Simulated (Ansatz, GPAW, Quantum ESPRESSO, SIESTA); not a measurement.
Sn: 5 runs at one level of theory

```
Sn
1.0
     0.00000    3.23334    3.23334
     3.23334    0.00000    3.23334
     3.23334    3.23334    0.00000
Sn
2
Direct
  0.75000 0.75000 0.75000
  0.50000 0.50000 0.50000
```

This isn't the form of Sn at room conditions, which is tetragonal (white tin).

Alike in all runs: task band structure; functional LDA; k mesh 7 × 7 × 7; occupations fermi-dirac, width 0.05 eV; no spin polarisation; no spin-orbit coupling. LDA stands for any of its common fits. Pressure is positive in compression and, in plane waves, holds the error of the finite cutoff.

| program and potentials | plane-wave cutoff (eV) | notes | pressure (GPa) |
| --- | --- | --- | --- |
| SIESTA, files PseudoDojo sr-lda-0.4.1-standard, DZP (energy shift 0.003 Ry; two zetas on semicore shells) | - | atomic basis | 0.35 |
| Quantum ESPRESSO, SG15 PBE 1.2 | 952 | potentials made for PBE | -0.75 |
| GPAW, the program's PAW data sets (release 1.2.1) made for this functional | 600 | - | -0.16 |
| Ansatz, all-electron LAPW, scalar-relativistic | - | - | 0.17 |
| Quantum ESPRESSO, PseudoDojo 0.4.1 SR LDA standard | 980 | - | 0.12 |

The pressure spans -0.75 (Quantum ESPRESSO, SG15 PBE 1.2) to 0.35 GPa (SIESTA, files PseudoDojo sr-lda-0.4.1-standard, DZP (energy shift 0.003 Ry; two zetas on semicore shells)), with all-electron results at 0.17. Rows in atomic bases carry the error of their basis and grid, which can be large.

Differences between rows come from potentials, basis sets and numerical settings, since the functional is the same but for its coding. Runs on potential files found faulty are left out.
